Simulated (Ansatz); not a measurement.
Runs of Ansatz 0.2.0 on Ga2O3. Symmetry: C2/m, No. 12, monoclinic system. The conventional cell has a = 12.214 Å, b = 3.037 Å, c = 5.798 Å, α = 90.00°, β = 103.83°, γ = 90.00°. Ga (site symmetry m) has 6 O at 1.94 to 2.07 Å as nearest neighbours. Around Ga (site symmetry m) lie 4 O at 1.83 to 1.86 Å. O (site symmetry m) has 3 Ga at 1.83 to 1.94 Å as nearest neighbours. O (site symmetry m) has 4 Ga at 1.86 to 2.07 Å as nearest neighbours. O (site symmetry m) has 3 Ga at 1.83 to 1.94 Å as nearest neighbours. 

```tsv
task	level	potentials or basis	cutoff (eV)	points for each segment of the path	gap on the mesh (eV)	pressure (GPa)	V0 of scaled cells (Å³/atom)	B0 (GPa)	largest force (eV/Å)
band structure	PBE	Ansatz PAW polarizable	420	10	(a)	9.6	-	-	0.22
equation of state	PBEsol	PseudoDojo PBEsol stringent	1551	-	-	-	10.54	199	-
equation of state	PBE+D3(BJ)	Ansatz PAW	420	-	-	-	10.78	189	-
band structure	m-r2SCAN	Ansatz PAW	500	10	3.09	(b)	-	-	0.11
```

Alike in all rows: no spin polarisation; cell as given; k mesh 9 × 9 × 5; smearing fermi-dirac 0.05 eV.

Q: Fill in the values left out.

A: (a) 2.44; (b) 1.3.

Caveats: the cell was scaled at fixed shape and fractional positions, which overstates the stiffness of a crystal with free parameters, most of all of layers and chains (some runs); the PAW data sets come from PBE, with cores solved anew for the run's functional, which leaves a small shift of forces and pressure (some runs).

A k mesh can miss the band edges, and the runs leave out spin-orbit coupling on Ga.
